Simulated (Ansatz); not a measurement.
**Relaxing generalised stacking fault on (110) of a KCl-RbCl solid solution (80 atoms)**

Wanted: the relaxed structure of generalised stacking fault on (110) of a KCl-RbCl solid solution (80 atoms) and its electronic structure.

Program: Ansatz 0.2.0. Level of theory: Kohn-Sham DFT, PBEsol, PAW (set soft_2), plane waves. Results are calculated unless marked as measured.

**1. The structure**

The cell holds 80 atoms: 13 Rb, 40 Cl and 27 K. Cell: a = 7.339 Å, b = 10.379 Å, c = 26.265 Å, α = 90.0°, β = 82.6°, γ = 90.0°. It derives from KCl and RbCl. CsCl-type KCl lattice (a = 3.6697 Å, the value set for the mixture), cell with z along [110], 2 x 2 x 5 periods; the third cell vector is tilted by 0.917 of [001] and lengthened by 0.1 Å, so the cell holds one fault; displaced by a Gaussian of 0.01 Å; 13 of 40 K sites given to Rb at random (lattice constant by Vegard's rule between KCl and RbCl).

What the set-up can't give: Atoms were free to move along the slip, so the relaxation can undo part or all of it. The host structure and its lattice constant were typed by rule, without a check against the phase diagram.

**2. Single point at the start**

A single point comes first, to see the forces before anything moves.

The input, input.yaml:

```yaml
crystal:
  lattice:
    - [7.3394, 0.0, 0.0]
    - [0.0, 10.37948, 0.0]
    - [3.36387, 0.0, 26.0487]
  atoms:
    - { symbol: Rb, position: [0.54281, 0.00092, 0.99566] }
    - { symbol: Cl, position: [0.20389, 0.00062, 0.09925] }
    - { symbol: K, position: [0.04408, 0.99894, 0.99608] }
    - { symbol: Cl, position: [0.70565, 0.9991, 0.09992] }
    - { symbol: K, position: [0.54126, 0.49869, 0.99572] }
    - { symbol: Cl, position: [0.20599, 0.49817, 0.09923] }
    - { symbol: K, position: [0.04113, 0.49943, 0.99551] }
    - { symbol: Cl, position: [0.70746, 0.49891, 0.09929] }
    - { symbol: K, position: [0.95616, 0.25071, 0.09866] }
    - { symbol: Cl, position: [0.1601, 0.24935, 0.19882] }
    - { symbol: Rb, position: [0.45457, 0.24975, 0.0991] }
    - { symbol: Cl, position: [0.66052, 0.24953, 0.19853] }
    - { symbol: K, position: [0.91082, 0.99888, 0.19899] }
    - { symbol: Cl, position: [0.114, 0.00132, 0.29812] }
    - { symbol: Rb, position: [0.40862, 0.00078, 0.19902] }
    - { symbol: Cl, position: [0.61347, 0.99887, 0.29884] }
    - { symbol: K, position: [0.95302, 0.74814, 0.09963] }
    - { symbol: Cl, position: [0.15772, 0.75033, 0.19914] }
    - { symbol: K, position: [0.45616, 0.75142, 0.09866] }
    - { symbol: Cl, position: [0.66001, 0.74958, 0.1989] }
    - { symbol: K, position: [0.90845, 0.50196, 0.19937] }
    - { symbol: Cl, position: [0.11298, 0.49997, 0.29846] }
    - { symbol: K, position: [0.40897, 0.50155, 0.19845] }
    - { symbol: Cl, position: [0.6138, 0.49973, 0.29901] }
    - { symbol: K, position: [0.86147, 0.24855, 0.29879] }
    - { symbol: Cl, position: [0.06696, 0.25023, 0.39814] }
    - { symbol: K, position: [0.3644, 0.24952, 0.29866] }
    - { symbol: Cl, position: [0.56524, 0.25172, 0.39778] }
    - { symbol: Rb, position: [0.8149, 0.99859, 0.39799] }
    - { symbol: Cl, position: [0.0216, 0.00269, 0.49788] }
    - { symbol: Rb, position: [0.31441, 0.00218, 0.39826] }
    - { symbol: Cl, position: [0.52214, 0.99894, 0.49801] }
    - { symbol: K, position: [0.86342, 0.74991, 0.29759] }
    - { symbol: Cl, position: [0.06589, 0.75149, 0.3978] }
    - { symbol: Rb, position: [0.36321, 0.75012, 0.2985] }
    - { symbol: Cl, position: [0.56776, 0.7496, 0.39834] }
    - { symbol: K, position: [0.8183, 0.50076, 0.39757] }
    - { symbol: Cl, position: [0.01926, 0.49905, 0.49769] }
    - { symbol: K, position: [0.31836, 0.49924, 0.39807] }
    - { symbol: Cl, position: [0.52111, 0.50026, 0.49752] }
    - { symbol: Rb, position: [0.77207, 0.24981, 0.49807] }
    - { symbol: Cl, position: [0.97473, 0.24918, 0.5978] }
    - { symbol: K, position: [0.27265, 0.25017, 0.49754] }
    - { symbol: Cl, position: [0.47713, 0.24835, 0.59776] }
    - { symbol: K, position: [0.72707, 0.99892, 0.59714] }
    - { symbol: Cl, position: [0.93225, 0.99979, 0.6969] }
    - { symbol: K, position: [0.22953, 0.99889, 0.59774] }
    - { symbol: Cl, position: [0.42894, 0.00089, 0.6967] }
    - { symbol: K, position: [0.77366, 0.75044, 0.49765] }
    - { symbol: Cl, position: [0.9756, 0.74896, 0.59783] }
    - { symbol: K, position: [0.27451, 0.75048, 0.49779] }
    - { symbol: Cl, position: [0.47538, 0.74877, 0.59786] }
    - { symbol: K, position: [0.72602, 0.49884, 0.59711] }
    - { symbol: Cl, position: [0.93048, 0.4991, 0.69631] }
    - { symbol: Rb, position: [0.22646, 0.49942, 0.59705] }
    - { symbol: Cl, position: [0.42972, 0.50057, 0.69699] }
    - { symbol: Rb, position: [0.68117, 0.25001, 0.69702] }
    - { symbol: Cl, position: [0.88294, 0.24898, 0.79682] }
    - { symbol: K, position: [0.18038, 0.24964, 0.69698] }
    - { symbol: Cl, position: [0.38612, 0.25107, 0.79683] }
    - { symbol: K, position: [0.63617, 0.00029, 0.79629] }
    - { symbol: Cl, position: [0.83837, 0.9996, 0.89657] }
    - { symbol: K, position: [0.13639, 0.00109, 0.79594] }
    - { symbol: Cl, position: [0.3401, 0.00119, 0.896] }
    - { symbol: Rb, position: [0.6787, 0.74889, 0.69675] }
    - { symbol: Cl, position: [0.88207, 0.74988, 0.79577] }
    - { symbol: K, position: [0.18247, 0.74961, 0.69764] }
    - { symbol: Cl, position: [0.38532, 0.74917, 0.79655] }
    - { symbol: Rb, position: [0.63396, 0.50013, 0.79658] }
    - { symbol: Cl, position: [0.84125, 0.50137, 0.89549] }
    - { symbol: Rb, position: [0.13651, 0.50019, 0.79643] }
    - { symbol: Cl, position: [0.34113, 0.49923, 0.89666] }
    - { symbol: K, position: [0.58744, 0.24854, 0.89646] }
    - { symbol: Cl, position: [0.79451, 0.24951, 0.99587] }
    - { symbol: K, position: [0.09031, 0.24925, 0.89615] }
    - { symbol: Cl, position: [0.29265, 0.2492, 0.99604] }
    - { symbol: K, position: [0.59044, 0.74971, 0.89558] }
    - { symbol: Cl, position: [0.79263, 0.74949, 0.99572] }
    - { symbol: Rb, position: [0.0908, 0.75033, 0.89632] }
    - { symbol: Cl, position: [0.29593, 0.75161, 0.99571] }
kpoints:
  mp_grid: { grid: [2, 1, 1] }
hamiltonian:
  xc: pbesol
scf:
  occupations: { method: gaussian, width: 0.025 }
output:
  forces: true
  stress: true
  populations: true
  dos:
    method: { smearing: { sigma: 0.08 } }
    de: 0.1
    projected: { site_lists: { Cl: [Cl], K: [K], Rb: [Rb] } }
  eigenvalues: true
```

The run is started by

```console
ansatz run input.yaml --threads 8 --pin off --max-ram 15872MiB --backend cpu --events-out ev --progress --plain --runs-dir out
```

Numbers of over 12 decimals in the logs are rounded to 6 here.

The program printed:

```text
Engine: ansatz 0.2.0, aarch64-unknown-linux-gnu
Pseudopotentials: kind: paw
Pseudopotential: Rb, paw, valence charge 9, recommended cutoff 420 eV (normal), Rb.paw.azcp
Pseudopotential: Cl, paw, valence charge 7, recommended cutoff 420 eV (normal), Cl.paw.azcp
Pseudopotential: K, paw, valence charge 9, recommended cutoff 420 eV (normal), K.paw.azcp
[... 3 lines on functional and potentials left out ...]
Crystal: 80 atoms, lattice volume = 1984.368 Å³
Basis set: ecut = 420 eV, 38787 PW (Γ), exchange–correlation on 100×144×360 points (8 copies of the dense FFT grid, shifted against one another)
Bands: 400, of which v1, the nominal top of the filled ones, is band 320 counted from 1 (319 counted from 0)
Symmetry: 1 space group operations
Space group: P1 (ITA 1), of the structure as read, at distance tolerance 1.3e-4 Å
k-points: 2
[... 10 lines on functional and potentials left out ...]
Initial density: superposition of atomic densities (neutral atoms: chi_scale 0, normalization atom), corrected by the library's trained network
Initial wavefunctions: pseudopotential atomic-orbital guess
Functional: x = pbesol(κ = 0.804, μ = 0.123457), c = pbesol(β = 0.046)
SCF iter   1: F=—  HF=-125336.101318 eV  |F-HF|=—  |Δ(HF+E_count)|=         —  Δρ=4.30e-3  dr2=5.15e-1  ethr=1.77e-3  ⟨swp⟩=12.0  Hψ=4720  notcnv=0  defer=36
preconditioner: auto → Resta (q_TF=auto, 2.259 Å⁻¹)  ε∞=3.0  [insulator: Δε(μ)=5.280 eV  Ē_g=14.120 eV  σ=0.025 eV  W_gap=1.00  n_scr=394 (ndim 8)  ℏωp=19.7 eV  f_vac=0.000  D(μ)=0.00/eV (n_scr^D=0)  ε∞_Penn≈3.0]
SCF iter   2: F=—  HF=-125335.933957 eV  |F-HF|=—  |Δ(HF+E_count)|=   1.67e-1  Δρ=1.60e-3  dr2=6.33e-2  ethr=8.05e-5  ⟨swp⟩=2.5  Hψ=1299  notcnv=0  defer=144
SCF iter   3: F=—  HF=-125335.923538 eV  |F-HF|=—  |Δ(HF+E_count)|=   1.04e-2  Δρ=4.79e-4  dr2=3.41e-3  ethr=9.88e-6  ⟨swp⟩=2.0  Hψ=1212  notcnv=0  defer=144
SCF iter   4: F=—  HF=-125335.924938 eV  |F-HF|=—  |Δ(HF+E_count)|=   1.40e-3  Δρ=6.75e-5  dr2=7.51e-5  ethr=5.32e-7  ⟨swp⟩=2.0  Hψ=1296  notcnv=0  defer=144
SCF iter   5: F=—  HF=-125335.923701 eV  |F-HF|=—  |Δ(HF+E_count)|=   1.24e-3  Δρ=1.81e-5  dr2=5.05e-6  ethr=1.17e-8  ⟨swp⟩=2.0  Hψ=1295  notcnv=0  defer=144
SCF iter   6: F=—  HF=-125335.923710 eV  |F-HF|=—  |Δ(HF+E_count)|=   9.29e-6  Δρ=4.45e-6  dr2=3.20e-7  ethr=7.89e-10  ⟨swp⟩=2.0  Hψ=1215  notcnv=0  defer=144
SCF iter   7: F=-125335.923710 eV  HF=-125335.923710 eV  |F-HF|=1.30e-9  |Δ(HF+E_count)|=   3.72e-7  Δρ=8.09e-7  dr2=1.48e-8  ethr=1.56e-11  ⟨swp⟩=14.5  Hψ=4681  notcnv=0
SCF 1 converged in 7 iterations: F = -125335.923710 eV  dr2 = 1.48e-8
  greatest PAW one-centre occupation: 0.987 electrons in one spin orbital (limit 2), on the K atom at site 36 (counted from 0), in its partial waves of l = 0
SCF converged after 7 iterations
Free energy (F): -125335.923710 eV
Harris-Foulkes:  -125335.923710 eV  (|F-HF|=1.30e-9)
Internal energy: -125335.923710 eV  (E = F + TS)
E sigma→0 (E₀):  -125335.923710 eV
Fermi energy:    6.275702 eV
--- Per-component energies (eV) ---
  E_band       = -3521.113091
  E_kinetic    = 15883.276197
  E_local      = -27089.164899  (includes V_loc(G=0)·N_el)
  E_nonlocal   = 3798.150992
  E_hartree    = 8095.939731
  E_xc         = -9579.786464
  E_vxc        = -11122.088022  (∫ρ·V_xc dr)
  E_paw        = -79643.623172  (= ΣΔE_a)
  E_vpaw       = -1183.167949  (= ΣTr[D̂ρ^β])
  E_aug_tail   = 0.003608  (compensation charges beyond the density's cutoff)
  E_ewald      = -36808.377607
  E_core_change = 7.657903  (= ΣΔE_core)
  E_smearing   = -0.000000  (= −TS)
  E_closure    = 0.000000  (closes the sum)
  Σ components = -125335.923710   (vs F -125335.923710, Δ=0.00e0)
--- Forces (eV/Å), atoms counted from 1 ---
  atom   1  Rb    -0.04499882    -0.02583812     0.08849188
  atom   2  Cl    -0.12602721    -0.14057500    -0.11957010
  atom   3  K     -0.05427433     0.01210148     0.04011724
  atom   4  Cl     0.26570453    -0.10588900    -0.05383367
  atom   5  K     -0.00618700     0.02850162     0.03347012
  atom   6  Cl    -0.04074512     0.17594790    -0.06574165
  atom   7  K     -0.01160129     0.00977187     0.05188053
  atom   8  Cl     0.07521701     0.13931515    -0.06411420
  atom   9  K      0.02846319    -0.02321320     0.01579808
  atom  10  Cl    -0.16520890     0.14897926     0.11042216
  atom  11  Rb     0.12797883    -0.00264849    -0.03085846
  atom  12  Cl     0.15354616     0.12864821     0.13472573
  atom  13  K     -0.02545912     0.04315750    -0.01976461
  atom  14  Cl    -0.17390907     0.07740391    -0.07046093
[...]
atom  79  Rb    -0.02197739     0.01631446    -0.01167413
  atom  80  Cl    -0.08532809    -0.16224716     0.14694334
  max |Σ_I F_I| component: 3.17e-5 eV/Å
--- Stress (GPa, compression-positive) ---
        2.752026       0.007482       0.097961
        0.007482       2.624047      -0.000860
        0.097961      -0.000860       2.569977
  P = ⅓ Tr σ = 2.6487 GPa (26.487 kbar)
--- Band table (eV) ---
  k-point 0: bands = ["-24.1029", "-24.0897", "-24.0820", "-24.0801", [... 384 levels ...], "11.9297", "11.9359", "11.9469", "11.9533", "11.9573", "11.9693", "11.9751", "12.0185", "12.0207", "12.0500", "12.0714", "12.0821"]
  k-point 1: bands = ["-24.0958", "-24.0823", "-24.0808", "-24.0793", [... 384 levels ...], "11.8554", "11.8860", "11.8935", "11.9210", "11.9681", "11.9936", "12.0100", "12.0187", "12.0516", "12.0760", "12.0858", "12.1112"]
--- Löwdin populations: 80 sites ---
  site symbol       q [e]
     0     Rb      8.2064
     1     Cl      7.6858
     2      K      8.2568
[...]
79     Cl      7.6860
  spilling = 0.004738 (of n_electrons = 640.000000)
```

Elapsed: 39 s, on 8 threads of Arm Neoverse V2, shared host; peak memory 6.8 GiB; 5 min of CPU time.

The column dr2 measures how far the density is from self-consistency, as an energy; F and HF (Harris–Foulkes) agree once it is small.

Numbers from this run:

| Item | Value |
| --- | --- |
| free energy | -125335.9237 eV |
| free energy per atom | -1566.6990 eV/atom |
| SCF cycles | 7 |
| pressure | 2.649 GPa |
| r.m.s. force component | 0.0893 eV/Å |
| longest force | 0.314 eV/Å |
| Fermi energy | 6.276 eV |
| gap (highest filled to lowest empty level) | 5.366 eV |
| spilling of the projection | 0.004738 |

The r.m.s. force component of 0.089 eV/Å and the pressure of 2.6 GPa set the starting point.

Length of the force by element:

```tsv
element	coordination	atoms	mean length of the force (eV/Å)	spread	least	most
Cl	all	40	0.204	0.0575	0.106	0.314
K	all	27	0.0438	0.0191	0.0072	0.0854
Rb	all	13	0.0561	0.0306	0.0205	0.132
```

**3. Relaxation**

With the cell held, the atoms are moved downhill towards a nearby minimum.

input.yaml, the sections that differ from step 2:

```yaml
output:
  forces: true
relax:
  f_tol: 0.05
  max_steps: 98
# crystal, kpoints, hamiltonian, scf: as in step 2
```

The program printed:

```text
[...]
Crystal: 80 atoms, lattice volume = 1984.368 Å³
Basis set: ecut = 420 eV, 38787 PW (Γ), exchange–correlation on 100×144×360 points (8 copies of the dense FFT grid, shifted against one another)
Bands: 400, of which v1, the nominal top of the filled ones, is band 320 counted from 1 (319 counted from 0)
Symmetry: 1 space group operations
[...]
k-points: 2
[...]
SCF iter   1: F=—  HF=-125336.101317 eV  |F-HF|=—  |Δ(HF+E_count)|=         —  Δρ=4.30e-3  dr2=5.15e-1  ethr=1.77e-3  ⟨swp⟩=12.0  Hψ=4720  notcnv=0  defer=36
[...]
SCF iter   6: F=-125335.923710 eV  HF=-125335.923710 eV  |F-HF|=3.13e-7  |Δ(HF+E_count)|=   9.28e-6  Δρ=4.44e-6  dr2=3.20e-7  ethr=7.89e-10  ⟨swp⟩=1.0  Hψ=2024  notcnv=0
SCF 1 converged in 6 iterations: F = -125335.923710 eV  dr2 = 3.20e-7
[...]
relax step   1: F+E_penalty+E_count = -125335.92371023 eV  Δ(F+E_penalty+E_count) = +0.000e0 eV  max|allowed force component| = 2.657e-1 eV/Å  Δτ_max = 0.0000 Å  (6 SCF iters, dr2 threshold 6.25e-5 eV, accepted)
[...]
relax step   2: F+E_penalty+E_count = -125336.20852078 eV  Δ(F+E_penalty+E_count) = -2.848e-1 eV  max|allowed force component| = 8.066e-2 eV/Å  Δτ_max = 0.1441 Å  (5 SCF iters, dr2 threshold 4.41e-6 eV, accepted)
[...]
relax step   3: F+E_penalty+E_count = -125336.26603036 eV  Δ(F+E_penalty+E_count) = -5.751e-2 eV  max|allowed force component| = 1.347e-2 eV/Å  Δτ_max = 0.0892 Å  (6 SCF iters, accepted)
SCF converged after 6 iterations
Free energy (F): -125336.266030 eV
[...]
Internal energy: -125336.266030 eV  (E = F + TS)
E sigma→0 (E₀):  -125336.266030 eV
Fermi energy:    6.288058 eV
[...]
--- Forces (eV/Å), atoms counted from 1 ---
  atom   1  Rb    -0.00787724     0.00177558     0.00336489
  atom   2  Cl     0.00746967     0.00029740     0.00034043
  atom   3  K     -0.00812349     0.00105899     0.00110502
  atom   4  Cl     0.00498166     0.00220654    -0.00398999
  atom   5  K     -0.00641936    -0.00232006     0.00000639
  atom   6  Cl     0.00707836    -0.00075068    -0.00025067
  atom   7  K     -0.00762288    -0.00144596     0.00063457
  atom   8  Cl     0.00726270    -0.00223449    -0.00053893
  atom   9  K      0.00719193    -0.00034688     0.00210796
  atom  10  Cl     0.00358458     0.00301112    -0.00368090
  atom  11  Rb     0.00759049    -0.00535761    -0.00441667
  atom  12  Cl     0.00323280     0.00269506    -0.00548359
  atom  13  K      0.00344967     0.00028506     0.00324202
  atom  14  Cl     0.00201568    -0.00062406    -0.00530628
[...]
atom  79  Rb    -0.00576246     0.00237096    -0.00226608
  atom  80  Cl    -0.00822483     0.00001609     0.00294858
  max |Σ_I F_I| component: 1.89e-5 eV/Å
--- Relaxed structure (3 steps of the walk, 3 accepted, 0 SCFs on fresh bases) ---
  F+E_penalty+E_count = -125336.26603036 eV   max|allowed force component| = 1.347e-2 eV/Å
  atoms:
    - { symbol: Rb, position: [0.526249, 0.000369331, 0.998129] }
    - { symbol: Cl, position: [0.213449, -0.00243424, 0.097280] }
    - { symbol: K, position: [0.026409, 0.999640, 0.997550] }
    - { symbol: Cl, position: [0.729813, 0.997303, 0.097999] }
[...]
- { symbol: Cl, position: [0.277267, 0.746861, 0.999290] }
```

It took 48 s on 8 threads; peak memory 6.9 GiB.

Step by step:

```tsv
step	energy less that of the first step (eV)	largest force component (eV/Å)
1	0.0000	0.2657
2	-0.2848	0.0807
3	-0.3423	0.0135
```

The atoms that moved most (Å):

```tsv
atom	dx	dy	dz	length
Cl4	0.171	-0.019	-0.050	0.179
Cl70	-0.108	-0.045	0.126	0.172
Cl80	-0.125	-0.049	0.093	0.163
Cl76	-0.155	0.032	0.024	0.160
Cl78	-0.113	-0.024	0.085	0.144
K17	0.127	0.001	-0.053	0.138
K3	-0.125	0.007	0.038	0.131
Rb1	-0.113	-0.006	0.064	0.130
```

The relaxation changed the energy by -4.28 meV/atom, and atoms moved by 0.088 Å r.m.s., 0.18 Å at most.

**4. Local order after relaxation**

Bonds before and after, by the cutoffs listed below:

```tsv
pair	bonds before	bonds after	mean before (Å)	mean after (Å)	spread before (Å)	spread after (Å)
Cl-K	216	216	3.183	3.168	0.047	0.028
Cl-Rb	104	104	3.182	3.213	0.040	0.017
```

Density 3.00 g/cm³, 24.80 Å³ an atom.

g(r), total and by pair (bins of 0.2 Å):

```tsv
r (Å)	total	Cl-Cl	Cl-K	Cl-Rb	K-K	K-Rb	Rb-Rb
3.10	5.35	0.00	13.85	4.07	0.00	0.00	0.00
3.30	2.46	0.00	1.90	11.25	0.00	0.00	0.00
3.50	0.25	1.00	0.00	0.00	0.00	0.00	0.00
3.70	4.13	7.77	0.00	0.00	8.65	8.98	8.33
3.90	0.00	0.00	0.00	0.00	0.00	0.00	0.00
4.10	0.00	0.00	0.00	0.00	0.00	0.00	0.00
4.30	0.00	0.00	0.00	0.00	0.00	0.00	0.00
4.50	0.00	0.00	0.00	0.00	0.00	0.00	0.00
4.70	0.00	0.00	0.00	0.00	0.00	0.00	0.00
4.90	0.00	0.00	0.00	0.00	0.00	0.00	0.00
5.10	2.31	4.44	0.00	0.00	5.05	5.05	2.79
5.30	2.08	4.34	0.00	0.00	3.65	3.95	5.45
5.50	0.00	0.00	0.00	0.00	0.00	0.00	0.00
5.70	0.00	0.00	0.00	0.00	0.00	0.00	0.00
5.90	0.06	0.00	0.08	0.17	0.00	0.00	0.00
6.10	6.30	0.00	12.60	12.60	0.00	0.00	0.00
6.30	1.50	2.66	0.06	0.00	2.85	4.29	0.69
6.50	0.47	1.24	0.00	0.00	0.47	0.81	0.68
6.70	0.00	0.00	0.00	0.00	0.00	0.00	0.00
6.90	0.00	0.00	0.00	0.00	0.00	0.00	0.00
7.10	0.00	0.00	0.00	0.00	0.00	0.00	0.00
7.30	1.04	1.98	0.00	0.00	2.53	1.50	3.65
7.50	0.05	0.21	0.00	0.00	0.00	0.00	0.00
7.70	0.00	0.00	0.00	0.00	0.00	0.00	0.00
7.90	1.61	0.00	2.96	3.79	0.00	0.00	0.00
```

Bonds by pair of elements; cutoffs follow the first minimum of g(r), held within bounds set by covalent radii, and pairs that aren't listed don't count as bonded:

```tsv
pair A-B	cutoff (Å)	bonds	mean length (Å)	spread (Å)	shortest (Å)	B about A	A about B
Cl-K	3.62	216	3.17	0.028	3.11	5.4	8
Cl-Rb	3.62	104	3.21	0.017	3.17	2.6	8
```

How many atoms have how many bonded neighbours:

```tsv
element	mean	8
Cl	8	40
K	8	27
Rb	8	13
```

Bond angles (no mean is given where the spread exceeds 20°):

```tsv
angle	count	mean (°)	spread (°)
Cl-K-Cl	756	-	-
K-Cl-Rb	524	-	-
K-Cl-K	494	-	-
Cl-Rb-Cl	364	-	-
Rb-Cl-Rb	102	-	-
```

By these cutoffs all Cl atoms have 8, all K atoms have 8 and all Rb atoms have 8 bonded neighbours.

(Part 1 of 2 ends here.)

[Logs are printed without paths, hosts, clocks, repeated set-up lines and the standing remarks that a program may print on its own settings, such as how far it seeks lower states.]

[Hosts, paths, dates, database ids (printed as entryN), source tags and the programs' standing remarks are cut or masked in the printed files.]
